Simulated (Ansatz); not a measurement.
MnAs: computed properties

Level of theory: DFT PBE, scalar-relativistic, plane waves, PAW in Ansatz 0.2.0.

Plane waves to 420 eV, a k mesh through Γ of 12×12×8 on the computed 4-atom cell and Gaussian smearing (0.10 eV); collinear spin from starting moments 3.14 3.14 -0.12 -0.12 μB.

The structure is relaxed at this level of theory with its symmetry kept. Whether it is the stable form of this composition wasn't checked.

```cif
data_structure
_symmetry_space_group_name_H-M 'P 1'
_symmetry_Int_Tables_number 1
_cell_length_a 3.6560
_cell_length_b 3.6560
_cell_length_c 5.5024
_cell_angle_alpha 90.000
_cell_angle_beta 90.000
_cell_angle_gamma 120.000
_cell_volume 63.70
loop_
_atom_site_label
_atom_site_type_symbol
_atom_site_fract_x
_atom_site_fract_y
_atom_site_fract_z
_atom_site_occupancy
Mn1 Mn 0.00000 0.00000 0.00000 1
Mn2 Mn 0.00000 0.00000 0.50000 1
As1 As 0.33333 0.66667 0.25000 1
As2 As 0.66667 0.33333 0.75000 1
```

```
Space group                                                       : P6_3/mmc (No. 194)
Volume per atom                                                   : 15.92 Å³
Formation energy from the elements' standard states (uncorrected) : -0.213 eV/atom
Kohn–Sham band gap                                                : none (metal)
Density of states at the Fermi level                              : 2.83 states/eV per cell
Löwdin character within 0.5 eV of the Fermi level                 : Mn 3d 75 %, As 4p 17 %
Bader charges (e)                                                 : Mn (2 in the cell) 0.65, As (2 in the cell) -0.65
Total moment                                                      : 5.69 μB per cell
Site moments (μB; atoms counted from 1 over the whole cell)       : Mn (atom 1) 2.85, Mn (atom 2) 2.85, As (atom 3) -0.11, As (atom 4) -0.11
```

Only parallel moments were tried here.

Only this magnetic start was tried.

Cost: 1 run of about 2.8 core-minutes, on Arm Neoverse N1 (shared hosts).